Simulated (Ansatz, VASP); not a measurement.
# One calculation of AlNi, two programs

```
Ni Al
1.0
     2.89330    0.00000    0.00000
     0.00000    2.89330    0.00000
     0.00000    0.00000    2.89330
Ni Al
1 1
Direct
  0.00000 0.00000 0.00000
  0.50000 0.50000 0.50000
```

Alike in both runs: functional PBE; k mesh 14 × 14 × 14; occupations fermi-dirac, width 0.08 eV; no spin polarisation.

Ansatz relaxed the structure, and its values are those at the end. VASP's run is a single point on that final structure, the one shown.

|  | VASP | Ansatz |
| --- | --- | --- |
| version | VASP 6.6.1 | Ansatz 0.2.0 |
| potentials or method | VASP PAW PBE potentials, release 64 (Ni, Al), cutoff 520 eV | all-electron LAPW, scalar-relativistic |

```tsv
	VASP	Ansatz	Ansatz less VASP
pressure (GPa)	0.0	0.0	-0.04
```

Ansatz ran all-electron here, so the differences hold the error of VASP's frozen core and of both bases.

Spin polarisation is off, so any magnetic state and its effect on volume and gap are missing.
